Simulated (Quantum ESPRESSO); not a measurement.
SiC (Moissanite):

```xyz
4
Lattice="3.0760 0.0000 0.0000 -1.5380 2.6639 0.0000 0.0000 0.0000 5.0480" Properties=species:S:1:pos:R:3 pbc="T T T"
Si    1.5380    0.8880    2.5240
Si    0.0000    1.7759    0.0000
C     1.5380    0.8880    4.4675
C     0.0000    1.7759    1.9435
```

Base run:

```yaml
Program: Quantum ESPRESSO 7.5
Functional: PBE
Potentials_or_basis: SG15 PBE 1.2
Cutoff: 1197 eV
Density_cutoff: 4789 eV
k_mesh: 6 × 6 × 4
Occupations: fermi-dirac, width 0.05 eV
Spin: no spin polarisation
```

Its results: band gap on the k mesh 2.34 eV, indirect (least direct gap 4.08 eV); largest force 0.735 eV/Å.

The run is repeated on the same cell with these changes: cutoff from 1197 eV to 952 eV; density cutoff from 4789 eV to 3810 eV; k mesh from 6 × 6 × 4 to 4 × 4 × 2. What comes out?

Band gap on the k mesh 2.60 eV, indirect (least direct gap 4.07 eV); largest force 0.678 eV/Å.

Caveats: some runs use coarse meshes.

A k mesh can miss the band edges.

Not every run made on this cell is shown here.
